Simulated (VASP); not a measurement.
# Zn: convergence, band structure

Zn, Fm-3m (no. 225), 1 atom in the cell. PBEsol; PAW potentials Zn (PBE set). VASP 6.6.1.

Wanted: band energies at the path's corners within 0.02 eV.

What the run is for: bands; Accuracy asked: standard; Route: KPOINTS_OPT.

Band energies at the path's corners: counted from the Fermi level of the mesh, whose own shifts they hold.

POSCAR:
```
Zn
1.0
    0.0000000000      1.9647760000      1.9647760000
    1.9647760000      0.0000000000      1.9647760000
    1.9647760000      1.9647760000      0.0000000000
Zn
1
Direct
    0.0000000000      0.0000000000      0.0000000000
```

The series start from Plane-wave cutoff (eV): 320; Smearing width (eV): 0.03; k-point mesh: 13 × 13 × 13; Electronic threshold (eV): 1e-6; Precision mode (PREC): Accurate; Bands in all (NBANDS): 20; Aspherical gradient terms in the spheres (LASPH): yes. Each series keeps the choices made before it, and each single choice may use up half of a tolerance.

## Plane-wave cutoff (eV)

| Plane-wave cutoff (eV) | Band energies at the path's corners, largest deviation (eV) | Time (s) |
|---|---|---|
| 220 | 0.298 | 9.1 |
| 280 | 0.015 | 12 |
| 320 | 0.025 | 12 |
| 360 | 0.014 | 16 |
| 440 | 0.001 | 20 |
| 550 (reference) | 0.000 | 30 |

## Smearing width (eV)

| Smearing width (eV) | Band energies at the path's corners, largest deviation (eV) | Time (s) |
|---|---|---|
| 0.15 | 0.022 | 19 |
| 0.1 | 0.012 | 20 |
| 0.07 | 0.001 | 21 |
| 0.05 | 0.007 | 21 |
| 0.03 | 0.009 | 20 |
| 0.02 (reference) | 0.000 | 21 |

## k-point mesh

| k-point mesh | Band energies at the path's corners, largest deviation (eV) | Time (s) |
|---|---|---|
| 5 × 5 × 5 | 0.058 | 9.7 |
| 7 × 7 × 7 | 0.004 | 11 |
| 8 × 8 × 8 | 0.314 | 11 |
| 10 × 10 × 10 | 0.185 | 12 |
| 13 × 13 × 13 | 0.002 | 21 |
| 16 × 16 × 16 | 0.029 | 23 |
| 19 × 19 × 19 (reference) | 0.000 | 31 |

## Electronic threshold (eV)

| Electronic threshold (eV) | Band energies at the path's corners, largest deviation (eV) | Time (s) |
|---|---|---|
| 0.001 | 0.001 | 27 |
| 0.0001 | 0.001 | 29 |
| 1e-5 | 0.001 | 30 |
| 1e-6 | 0.000 | 31 |
| 1e-7 (reference) | 0.000 | 36 |

## Precision mode (PREC)

| Precision mode (PREC) | Band energies at the path's corners, largest deviation (eV) | Time (s) |
|---|---|---|
| SingleN | 0.003 | 14 |
| Normal | 0.000 | 14 |
| Accurate (reference) | 0.000 | 27 |

## Bands in all (NBANDS)

| Bands in all (NBANDS) | Band energies at the path's corners, largest deviation (eV) | Time (s) |
|---|---|---|
| 11 | 0.000 | 7.5 |
| 12 | 0.000 | 8.2 |
| 13 | 0.000 | 8.7 |
| 15 | 0.000 | 11 |
| 20 | 0.000 | 14 |
| 30 (reference) | 0.000 | 20 |

## Aspherical gradient terms in the spheres (LASPH)

| Aspherical gradient terms in the spheres (LASPH) | Band energies at the path's corners, largest deviation (eV) | Time (s) |
|---|---|---|
| yes | 0.000 | 7.5 |
| no | 0.000 | 6.6 |

## Question

The rows run from the loosest to the tightest (no order: aspherical gradient terms in the spheres). For each series: choose the loosest value from which every tighter one stays within half of the tolerance; where there is no order, keep the first row unless others stay within half of the tolerance and take at least 30 % less time, and then take the fastest.

## Answer

- Plane-wave cutoff (eV): 440
- Smearing width (eV): 0.07
- k-point mesh: 19 × 19 × 19, the tightest run, since the next looser one is off by more than half of the tolerance (convergence isn't shown beyond it)
- Electronic threshold (eV): 0.001
- Precision mode (PREC): SingleN
- Bands in all (NBANDS): 11
- Aspherical gradient terms in the spheres (LASPH): yes

## All choices together

| Input | Band energies at the path's corners, largest deviation (eV) | Time (s) |
|---|---|---|
| the program's defaults (naive) | 0.192 | 3.2 |
| chosen settings | 0.011 | 7.5 |
| reference settings throughout | 0.000 | 76 |

The chosen settings stay within the tolerance of the reference run, but the reference itself isn't shown to be converged in: k-point mesh.

## The input

INCAR:
```
SYSTEM = Zn
GGA = PS ; ISMEAR = -1
SIGMA = 0.07 ; LWAVE = .False.
LCHARG = .False. ; NBANDS = 11
PREC = SingleN ; LASPH = .True.
LREAL = .False. ; ALGO = Normal
EDIFF = 0.001 ; NELM = 120
GGA_COMPAT = .False. ; ENCUT = 440
```

KPOINTS:
```
Automatic mesh
0
Gamma
  19 19 19
  0 0 0
```

KPOINTS_OPT:
```
path GXWKGLUWLK,UX
12
line-mode
reciprocal
 0.0000000000  0.0000000000  0.0000000000  G
 0.5000000000  0.0000000000  0.5000000000  X

 0.5000000000  0.0000000000  0.5000000000  X
 0.5000000000  0.2500000000  0.7500000000  W

 0.5000000000  0.2500000000  0.7500000000  W
 0.3750000000  0.3750000000  0.7500000000  K

 0.3750000000  0.3750000000  0.7500000000  K
 0.0000000000  0.0000000000  0.0000000000  G

 0.0000000000  0.0000000000  0.0000000000  G
 0.5000000000  0.5000000000  0.5000000000  L

 0.5000000000  0.5000000000  0.5000000000  L
 0.6250000000  0.2500000000  0.6250000000  U

 0.6250000000  0.2500000000  0.6250000000  U
 0.5000000000  0.2500000000  0.7500000000  W

 0.5000000000  0.2500000000  0.7500000000  W
 0.5000000000  0.5000000000  0.5000000000  L

 0.5000000000  0.5000000000  0.5000000000  L
 0.3750000000  0.3750000000  0.7500000000  K

 0.6250000000  0.2500000000  0.6250000000  U
 0.5000000000  0.0000000000  0.5000000000  X
```

Commands:
```
cat potpaw_PBE.64/Zn/POTCAR > POTCAR
mpirun -np 1 vasp_std > vasp.out
```

The chosen input took VASP 6.6.1 7.5 s on 1 core (AMD EPYC 9R45 (Zen 5)), a shared host.

## An input that fails: fixed density asked without a density file

VASP's message: ERROR: charge density could not be read from file CHGCAR for ICHARG>10.

Changes against the starting input:
```
- NELM = 120
+ NELM = 76
+ ICHARG = 11
```
